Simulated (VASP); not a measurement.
Write the native input for VASP 6.6.1 that does the following.

- Task: band structure
- Functional: BLYP
- Potentials or basis: VASP PAW PBE potentials, release 64 (Mg, O)
- Cutoff: 520 eV
- k mesh: 6 × 6 × 6
- Occupations: fermi-dirac, width 0.05 eV
- Spin: no spin polarisation
- Further INCAR settings: ALGO = Normal; EDIFF = 1e-06

The structure of MgO2 lies in POSCAR:

```
MgO2
1.0
    4.8286124700      0.0000000000      0.0000000000
    0.0000000000      4.8286124700      0.0000000000
    0.0000000000      0.0000000000      4.8286124700
Mg O
4 8
Direct
    0.0000000000      0.0000000000      0.0000000000
    0.5000000000      0.0000000000      0.5000000000
    0.5000000000      0.5000000000      0.0000000000
    0.0000000000      0.5000000000      0.5000000000
    0.5894244400      0.9105755600      0.0894244400
    0.9105755600      0.0894244400      0.5894244400
    0.0894244400      0.5894244400      0.9105755600
    0.4105755600      0.4105755600      0.4105755600
    0.5894244400      0.5894244400      0.5894244400
    0.9105755600      0.4105755600      0.0894244400
    0.0894244400      0.9105755600      0.4105755600
    0.4105755600      0.0894244400      0.9105755600
```

The cell is a database's computed one.

One way to write it, as run:

INCAR

```
SYSTEM = MgO2
PREC = Accurate
ENCUT = 520
EDIFF = 1E-6
ISMEAR = -1
SIGMA = 0.05
LREAL = .False.
LASPH = .True.
NELM = 60
ALGO = Normal
ISIF = 2
LWAVE = .False.
LCHARG = .False.
GGA = B5
ALDAX = 1.0
AGGAX = 1.0
AGGAC = 1.0
ALDAC = 0.0
```

KPOINTS

```
Automatic mesh
0
Gamma
  6 6 6
  0 0 0
```

KPOINTS_OPT

```
path GXMGRX,MR
15
line-mode
reciprocal
 0.0000000000  0.0000000000  0.0000000000  G
 0.0000000000  0.5000000000  0.0000000000  X

 0.0000000000  0.5000000000  0.0000000000  X
 0.5000000000  0.5000000000  0.0000000000  M

 0.5000000000  0.5000000000  0.0000000000  M
 0.0000000000  0.0000000000  0.0000000000  G

 0.0000000000  0.0000000000  0.0000000000  G
 0.5000000000  0.5000000000  0.5000000000  R

 0.5000000000  0.5000000000  0.5000000000  R
 0.0000000000  0.5000000000  0.0000000000  X

 0.5000000000  0.5000000000  0.0000000000  M
 0.5000000000  0.5000000000  0.5000000000  R
```

Potentials or basis: VASP PAW PBE potentials, release 64 (Mg, O).

The run is started by

```bash
$ cat potpaw_PBE.64/Mg/POTCAR potpaw_PBE.64/O/POTCAR > POTCAR
$ mpirun -np 1 vasp_std > vasp.out
```

It gave:

```
Pressure                : 9.0 GPa
Largest force           : 0.551 eV/Å
Band gap on the k mesh  : 4.06 eV, indirect (least direct gap 4.18 eV)
Band gap along the path : 4.04 eV, indirect (least direct gap 4.16 eV)
```

Caveat: the PAW data sets were made with another functional, which shifts forces and pressure a little.

It took 6.7 min on 1 thread of AMD EPYC 7R43 64-Core Processor (Zen 3) (shared host), peak memory 0.22 GiB.
